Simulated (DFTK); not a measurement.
The system is HfC.

```xyz
2
Lattice="0.0000 2.3250 2.3250 2.3250 0.0000 2.3250 2.3250 2.3250 0.0000" Properties=species:S:1:pos:R:3 pbc="T T T"
Hf    2.3250    2.3250    2.3250
C     0.0000    0.0000    0.0000
```

Base run:

| Property | Result |
| --- | --- |
| Program | DFTK 0.8.2 |
| Functional | PBEsol |
| Potentials or basis | SG15 1.2 (PBE) |
| Cutoff | 1225 eV |
| k mesh | 8 × 8 × 8 |
| Occupations | fermi-dirac, width 0.05 eV |
| Spin | no spin polarisation |

Its results: band gap on the k mesh none (metal or under the smearing width); pressure -6.3 GPa.

After a change of settings the same cell gave: band gap on the k mesh none (metal or under the smearing width); pressure -10.1 GPa. Which change was it?
A. functional from PBEsol to AM05
B. functional from PBEsol to TASK
C. functional from PBEsol to r2SCAN
D. functional from PBEsol to PBE

C.

Caveats: the potentials were made for another functional, which shifts forces and pressure; spin-orbit coupling is left out, which moves the levels of the heavy elements.
